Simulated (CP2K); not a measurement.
**Ir under changes of volume**

One of the cells (14.059 Å³/atom); the others are scaled copies at fixed shape and fractional positions:

```
Ir
1.0
     2.70907    0.00000    0.00000
     1.35453    2.34612    0.00000
     1.35453    0.78204    2.21194
Ir
1
Direct
  0.00000 0.00000 0.00000
```

- Program: CP2K 2026.2
- Functional: r2SCAN
- Potentials or basis: POTENTIAL_UZH Ir GTH-SCAN-q17; TZVP-MOLOPT-SCAN-GTH basis
- Density cutoff: 9184 eV
- k mesh: 12 × 12 × 12
- Occupations: fermi-dirac, width 0.05 eV
- Spin: no spin polarisation

```tsv
volume (Å³/atom)	energy over the lowest point (meV/atom)	pressure (GPa)
13.215	47.06	24.0
13.496	14.59	13.3
13.778	0.00	3.6
14.059	1.35	-4.9
14.340	16.93	-12.6
14.621	45.22	-19.4
14.902	?	?
```

What does the run at 14.902 Å³/atom give?

Energy over the lowest point 84.84 meV/atom; pressure -25.5 GPa.

Worked out: A Birch-Murnaghan fit of order 3 (a polynomial in V^(-2/3)) to the other rows has its minimum at 13.89 Å³/atom with B0 = V·E''(V) = 428 GPa and B' = 4.6. It gives 84.83 meV/atom at 14.902 Å³/atom, against the run's 84.84, and -dE/dV = -25.6 GPa, against -25.5.

Energies are extrapolated to zero smearing.

Caveats: the basis of atomic orbitals isn't converged, which shifts pressures, moduli and gaps.
